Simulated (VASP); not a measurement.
# NaH: input slips in a relaxation and what they do

Aim: see how common mistakes in a VASP relaxation show up, on NaH. The starting structure is a measured crystal structure from the Crystallography Open Database. The first relaxation on each setting starts from this cell expanded by 3 % in volume.

Program: VASP 6.6.1. Level of theory: Kohn-Sham DFT with plane waves and PAW; PBEsol. Results are calculated unless marked as measured.

## (1) Set-up

It takes space group Fm-3m (No. 225, cubic). Conventional cell: a = 4.880 Å, b = 4.880 Å, c = 4.880 Å, α = 90.00°, β = 90.00°, γ = 90.00°. Nearest to Na lie 6 H at 2.44 Å. H has 6 Na at 2.44 Å nearest. Farther neighbours are not listed.

As a file:

```
Na H
1.0
     0.00000    2.44000    2.44000
     2.44000    0.00000    2.44000
     2.44000    2.44000    0.00000
Na H
1 1
Cartesian
  0.0000 0.0000 0.0000
  2.4400 2.4400 2.4400
```

## (2) Reference relaxation

This run starts from the cell of an earlier relaxation, which isn't shown; the restart sets up the plane waves anew.

File INCAR:

```
SYSTEM = NaH
PREC = Accurate
ENCUT = 450
EDIFF = 1E-06
NELM = 100
ISMEAR = 0
SIGMA = 0.03
LREAL = .FALSE.
ALGO = Normal
GGA = PS
NBANDS = 10
LORBIT = 11
LWAVE = .FALSE.
LCHARG = .FALSE.
KPAR = 4
IBRION = 2
NSW = 50
ISIF = 3
EDIFFG = -0.006
```

File POSCAR:

```
NaH
1.0
    0.0000000000      2.3937711374      2.3937711374
    2.3937711374      0.0000000000      2.3937711374
    2.3937711374      2.3937711374      0.0000000000
Na H
1 1
Direct
    0.0000000000      0.0000000000      0.0000000000
    0.5000000000      0.5000000000      0.5000000000
```

File KPOINTS:

```
Automatic mesh
0
Gamma
8 8 8
0 0 0
```

Potentials, in the order of the species: Na_pv and H (PBE family, release 64).

Started as:

```bash
$ mpirun -np 4 vasp_std
```

What it wrote:

```text
[banner, memory and clock lines left out]
running    4 mpi-ranks, on    1 nodes
 distrk:  each k-point on    1 cores,    4 groups
 distr:  one band on    1 cores,    1 groups

 POSCAR found type information on POSCAR NaH
 POSCAR found :  2 types and       2 ions
|                                                                             |
|               ----> ADVICE to this user running VASP <----                  |
|                                                                             |
|     You enforced a specific xc type in the INCAR file but a different       |
|     [... a line on the potential file left out ...]
|     I HOPE YOU KNOW WHAT YOU ARE DOING!                                     |
|                                                                             |

 LDA part: xc-table for (Slater+PW92), standard interpolation
 POSCAR, INCAR and KPOINTS ok, starting setup
 FFT: planning ... GRIDC
 FFT: planning ... GRID_SOFT
 FFT: planning ... GRID
 WAVECAR not read
 entering main loop
       N       E                     dE             d eps       ncg     rms          rms(c)
DAV:   1     0.292971724843E+02    0.29297E+02   -0.44145E+03   584   0.760E+02
DAV:   2    -0.450426576068E+01   -0.33801E+02   -0.33413E+02   604   0.172E+02
DAV:   3    -0.545722263925E+01   -0.95296E+00   -0.95193E+00   710   0.297E+01
DAV:   4    -0.546308877765E+01   -0.58661E-02   -0.58657E-02   670   0.235E+00
DAV:   5    -0.546314707510E+01   -0.58297E-04   -0.58297E-04   656   0.237E-01    0.292E+00
DAV:   6    -0.516523864983E+01    0.29791E+00   -0.30154E-01   734   0.360E+00    0.136E+00
DAV:   7    -0.508277129200E+01    0.82467E-01   -0.27279E-01   632   0.250E+00    0.321E-01
DAV:   8    -0.508510692269E+01   -0.23356E-02   -0.68547E-03   642   0.108E+00    0.632E-02
DAV:   9    -0.508512474955E+01   -0.17827E-04   -0.61462E-04   724   0.328E-01    0.169E-02
DAV:  10    -0.508511624833E+01    0.85012E-05   -0.33276E-05   648   0.455E-02    0.281E-03
DAV:  11    -0.508511718302E+01   -0.93469E-06   -0.12517E-06   644   0.684E-03
   1 F= -.50851172E+01 E0= -.50851172E+01  d E =-.508512E+01
 curvature:   0.00 expect dE= 0.000E+00 dE for cont linesearch  0.000E+00
 trial: gam= 0.00000 g(F)=  0.205E-63 g(S)=  0.764E-04 ort = 0.000E+00 (trialstep = 0.100E+01)
 search vector abs. value=  0.764E-04
 bond charge predicted
       N       E                     dE             d eps       ncg     rms          rms(c)
DAV:   1    -0.508538565926E+01   -0.26941E-03   -0.64439E-03   630   0.144E+00    0.101E-01
DAV:   2    -0.508523533691E+01    0.15032E-03   -0.16028E-04   642   0.232E-01    0.514E-02
DAV:   3    -0.508518011481E+01    0.55222E-04   -0.79795E-05   644   0.158E-01    0.496E-03
DAV:   4    -0.508517582191E+01    0.42929E-05   -0.31151E-06   604   0.322E-02    0.644E-04
DAV:   5    -0.508517572947E+01    0.92440E-07   -0.25949E-08   306   0.238E-03
   2 F= -.50851757E+01 E0= -.50851757E+01  d E =-.585465E-04
 trial-energy change:   -0.000059  1 .order   -0.000056   -0.000076   -0.000035
 step:   1.8379(harm=  1.8379)  dis= 0.00000  next Energy=    -5.085187 (dE=-0.702E-04)
 bond charge predicted
       N       E                     dE             d eps       ncg     rms          rms(c)
DAV:   1    -0.508535332411E+01   -0.17750E-03   -0.45469E-03   630   0.121E+00    0.846E-02
DAV:   2    -0.508524820246E+01    0.10512E-03   -0.11254E-04   634   0.195E-01    0.431E-02
DAV:   3    -0.508520891609E+01    0.39286E-04   -0.56072E-05   634   0.132E-01    0.416E-03
DAV:   4    -0.508520575762E+01    0.31585E-05   -0.21993E-06   530   0.271E-02    0.534E-04
DAV:   5    -0.508520569039E+01    0.67230E-07   -0.19782E-08   296   0.201E-03
   3 F= -.50852057E+01 E0= -.50852057E+01  d E =-.885074E-04
 curvature:  -0.92 expect dE=-0.310E-05 dE for cont linesearch -0.310E-05
 trial: gam=-0.16600 g(F)=  0.459E-61 g(S)=  0.338E-05 ort = 0.161E-04 (trialstep = 0.117E+01)
 search vector abs. value=  0.149E-06
 reached required accuracy - stopping structural energy minimisation
```

Run time: 2.4 s. Hardware: 4 MPI ranks of Intel Xeon 6975P-C (Granite Rapids), shared host; peak memory 0.5 GiB; 7.1 s of CPU time.

The logs omit lines about the potential files and the build; timing stands in the text.

Parts of OUTCAR (step 2):

```text
ion  position               nearest neighbor table
   1  0.000  0.000  0.000-
   2  0.500  0.500  0.500-

  LATTYP: Found a face centered cubic cell.
 ALAT       =     4.7875422748

 Subroutine GETGRP returns: Found 48 space group operations
 (whereof 48 operations were pure point group operations)

The static configuration has the point symmetry O_h .

 Found     29 irreducible k-points:

   k-points           NKPTS =     29   k-points in BZ     NKDIM =     29   number of bands    NBANDS=     10

   dimension x,y,z NGX =    24 NGY =   24 NGZ =   24
   dimension x,y,z NGXF=    48 NGYF=   48 NGZF=   48

   ENCUT  =  450.0 eV  33.07 Ry    5.75 a.u.   5.86  5.86  5.86*2*pi/ulx,y,z

   NELECT =       8.0000    total number of electrons

 k-points in reciprocal lattice and weights: Automatic mesh
   0.00000000  0.00000000  0.00000000       0.002
   0.12500000  0.00000000  0.00000000       0.016
   0.25000000  0.00000000  0.00000000       0.016
   0.37500000  0.00000000  0.00000000       0.016
   0.50000000  0.00000000  0.00000000       0.008
   0.12500000  0.12500000  0.00000000       0.012
   0.25000000  0.12500000  0.00000000       0.047
   0.37500000  0.12500000  0.00000000       0.047
   0.50000000  0.12500000  0.00000000       0.047
[...]
-0.37500000  0.50000000  0.12500000       0.023
  -0.25000000  0.50000000  0.25000000       0.012

 average (electrostatic) potential at core
       1 -48.6414       2 -33.6290

 E-fermi :  -0.7259

 k-point     1 :       0.0000    0.0000    0.0000
  band No.  band energies     occupation
      1     -22.9335      2.00000
      2     -22.9334      2.00000
      3     -22.9334      2.00000
      4      -4.8065      2.00000
      5       9.7133      0.00000
      6      14.6481      0.00000
      7      14.6481      0.00000
      8      14.6481      0.00000
      9      15.6776      0.00000
    ...

 k-point     2 :       0.1250    0.0000    0.0000
  band No.  band energies     occupation
      1     -22.9493      2.00000
      2     -22.9352      2.00000
      3     -22.9352      2.00000
      4      -4.5271      2.00000
      5       8.7553      0.00000
      6      12.0211      0.00000
      7      13.8751      0.00000
      8      13.8751      0.00000
      9      16.6075      0.00000
    ...

 k-point     3 :       0.2500    0.0000    0.0000
  band No.  band energies     occupation
      1     -22.9878      2.00000
      2     -22.9398      2.00000
      3     -22.9398      2.00000
      4      -3.7328      2.00000
      5       6.2722      0.00000
      6      10.5943      0.00000
      7      13.0793      0.00000
      8      13.0793      0.00000
      9      16.5846      0.00000
    ...

  Total       -0.0068297     -0.0068297     -0.0068297     -0.0000000      0.0000000      0.0000000
  in kB       -0.4006007     -0.4006007     -0.4006007     -0.0000000      0.0000000      0.0000000
  external PRESSURE =      -0.4006007 kB  Pullay stress =       0.0000000 kB

  energy-cutoff  :      450.00
  volume of cell :       27.31
      direct lattice vectors                 reciprocal lattice vectors
    -0.000000000  2.390322467  2.390322467    -0.209176798  0.209176798  0.209176798
     2.390322467 -0.000000000  2.390322467     0.209176798 -0.209176798  0.209176798
     2.390322467  2.390322467 -0.000000000     0.209176798  0.209176798 -0.209176798

 POSITION                                       TOTAL-FORCE (eV/Angst)
 -----------------------------------------------------------------------------------
      2.39032      2.39032     -0.00000         0.000000      0.000000      0.000000
      2.39032      2.39032      2.39032        -0.000000     -0.000000     -0.000000
 -----------------------------------------------------------------------------------
    total drift:                                0.000000      0.000000     -0.000000

  FREE ENERGIE OF THE ION-ELECTRON SYSTEM (eV)
  ---------------------------------------------------
  free  energy   TOTEN  =        -5.0852056904 eV

  energy  without entropy=       -5.0852056904  energy(sigma->0) =       -5.08520569

 reached required accuracy - stopping structural energy minimisation

 total charge
# of ion       s       p       d       tot
------------------------------------------
    1        0.064   5.993   0.000   6.057
    2        0.505   0.001   0.000   0.505
--------------------------------------------------
tot          0.569   5.993   0.000   6.562

[... 3 further parts left out ...]
```

CONTCAR:

```
NaH
   1.00000000000000
    -0.0000000000000000    2.3903224672236885    2.3903224672236885
     2.3903224672236885   -0.0000000000000000    2.3903224672236885
     2.3903224672236885    2.3903224672236885   -0.0000000000000000
  Na              H
     1     1
Direct
     0.0000000000000000    0.0000000000000000    1.0000000000000000
     0.5000000000000000    0.5000000000000000    0.5000000000000000
```

The PAW data sets were made with PBE, which is usual practice but a small mismatch for other functionals. The run keeps the 48 symmetry operations of its start, so it cannot find a distortion of lower symmetry.

The reference relaxation ends at 13.657 Å³ an atom.

## (3) Relaxation with a functional's name that the tag doesn't take

A slip made on purpose: a functional's name that the tag doesn't take. Against step 2 the input has GGA = PBESOL (also changed: NELM).

INCAR: that of step 2 with these lines changed.

```diff
@@ -4,3 +4,3 @@
 EDIFF = 1E-06
-NELM = 100
+NELM = 60
 ISMEAR = 0
@@ -9,3 +9,3 @@
 ALGO = Normal
-GGA = PS
+GGA = PBESOL
 NBANDS = 10
```

File POSCAR:

```
NaH
1.0
    0.0000000000      2.4641599871      2.4641599871
    2.4641599871      0.0000000000      2.4641599871
    2.4641599871      2.4641599871      0.0000000000
Na H
1 1
Direct
    0.0000000000      0.0000000000      0.0000000000
    0.5000000000      0.5000000000      0.5000000000
```

KPOINTS is that of step 2.

Started as:

```bash
$ mpirun -np 4 vasp_std
```

What it wrote:

```text
[banner, memory and clock lines left out]
running    4 mpi-ranks, on    1 nodes
[...]
|                                                                             |
|     EEEEEEE  RRRRRR   RRRRRR   OOOOOOO  RRRRRR      ###     ###     ###     |
|     E        R     R  R     R  O     O  R     R     ###     ###     ###     |
|     E        R     R  R     R  O     O  R     R     ###     ###     ###     |
|     EEEEE    RRRRRR   RRRRRR   O     O  RRRRRR       #       #       #      |
|     E        R   R    R   R    O     O  R   R                               |
|     E        R    R   R    R   O     O  R    R      ###     ###     ###     |
|     EEEEEEE  R     R  R     R  OOOOOOO  R     R     ###     ###     ###     |
|                                                                             |
|     Error: One of the selected functionals does not exist.                  |
|                                                                             |
|       ---->  I REFUSE TO CONTINUE WITH THIS SICK JOB ... BYE!!! <----       |
|                                                                             |

1
1
1
1
```

It took 2.6 s on 4 MPI ranks.

VASP stopped with this message: “Error: One of the selected functionals does not exist”.

## (4) Relaxation with too few electronic steps

A slip made on purpose: too few electronic steps. Against step 2 the input has NELM = 4 (also changed: NSW).

File INCAR:

```
SYSTEM = NaH
PREC = Accurate
ENCUT = 450
EDIFF = 1E-06
NELM = 4
ISMEAR = 0
SIGMA = 0.03
LREAL = .FALSE.
ALGO = Normal
GGA = PS
NBANDS = 10
LORBIT = 11
LWAVE = .FALSE.
LCHARG = .FALSE.
KPAR = 4
IBRION = 2
NSW = 30
ISIF = 3
EDIFFG = -0.006
```

POSCAR is that of step 3.

KPOINTS is that of step 3.

Started as:

```bash
$ mpirun -np 4 vasp_std
```

What it wrote:

```text
[banner, memory and clock lines left out]
running    4 mpi-ranks, on    1 nodes
[...]
[... a notice as in an earlier step ...]

 LDA part: xc-table for (Slater+PW92), standard interpolation
 POSCAR, INCAR and KPOINTS ok, starting setup
[...]
entering main loop
       N       E                     dE             d eps       ncg     rms          rms(c)
DAV:   1     0.273539595195E+02    0.27354E+02   -0.43873E+03   580   0.740E+02
DAV:   2    -0.455353762143E+01   -0.31907E+02   -0.31542E+02   596   0.166E+02
DAV:   3    -0.543494376189E+01   -0.88141E+00   -0.88041E+00   702   0.296E+01
DAV:   4    -0.544098242248E+01   -0.60387E-02   -0.60377E-02   684   0.239E+00
|                                                                             |
|           W    W    AA    RRRRR   N    N  II  N    N   GGGG   !!!           |
|           W    W   A  A   R    R  NN   N  II  NN   N  G    G  !!!           |
|           W    W  A    A  R    R  N N  N  II  N N  N  G       !!!           |
[...]
|     might not be reliable so examine the results carefully. If you find     |
|     spurious results, we suggest increasing NELM, if you were close to      |
|     convergence or switching to a different ALGO or adjusting the           |
|     density mixing parameters otherwise.                                    |
|                                                                             |

   1 F= -.54409824E+01 E0= -.54409824E+01  d E =-.544098E+01
[...]
|     The electronic self-consistency was not achieved in the given           |
[... from here on, the cycles between the ionic steps are left out ...]
   2 F= -.50523258E+01 E0= -.50523258E+01  d E =0.388657E+00
[...]
|     The electronic self-consistency was not achieved in the given           |
   3 F= -.50851057E+01 E0= -.50851057E+01  d E =0.355877E+00
   4 F= -.50845405E+01 E0= -.50845405E+01  d E =0.356442E+00
   5 F= -.50867938E+01 E0= -.50867938E+01  d E =-.225335E-02
   6 F= -.50877939E+01 E0= -.50877939E+01  d E =-.325340E-02
   7 F= -.50887202E+01 E0= -.50887202E+01  d E =-.417978E-02
   8 F= -.50884587E+01 E0= -.50884587E+01  d E =-.391827E-02
   9 F= -.50886552E+01 E0= -.50886552E+01  d E =-.411475E-02
[...]
reached required accuracy - stopping structural energy minimisation
```

Elapsed: 3.6 s, on 4 MPI ranks; peak memory 0.5 GiB.

OUTCAR, selected parts (step 4):

```text
  Total        0.0060096      0.0060096      0.0060096      0.0000000     -0.0000000      0.0000000
  in kB        0.3538720      0.3538720      0.3538720      0.0000000     -0.0000000      0.0000000
  external PRESSURE =       0.3538720 kB  Pullay stress =       0.0000000 kB

 POSITION                                       TOTAL-FORCE (eV/Angst)
 -----------------------------------------------------------------------------------
      4.77445      2.38723      2.38723        -0.000000     -0.000000      0.000000
      2.38723      2.38723      2.38723         0.000000      0.000000     -0.000000
 -----------------------------------------------------------------------------------
    total drift:                                0.000000      0.000000      0.000000

  FREE ENERGIE OF THE ION-ELECTRON SYSTEM (eV)
  ---------------------------------------------------
  free  energy   TOTEN  =        -5.0886552113 eV

  energy  without entropy=       -5.0886552113  energy(sigma->0) =       -5.08865521

[... 2 parts as in an earlier step ...]

[... 2 further parts left out ...]
[key lines of the parts left out:]
E-fermi :  -0.8299
```

Logs of long relaxations may skip ionic steps without a mark.

The search for the minimum reports success, but an electronic loop had used up its NELM cycles before it reached EDIFF, so the run counts as unconverged.

(Continued in part 2 of 2.)

[Lines on the potential files, build, host, timing and source positions are cut from VASP's logs without a mark.]

[Logs are printed without paths, hosts, clocks, repeated set-up lines and the standing remarks that a program may print on its own settings, such as how far it seeks lower states.]

[Hosts, paths, dates, database ids (printed as entryN), source tags and the programs' standing remarks are cut or masked in the printed files.]
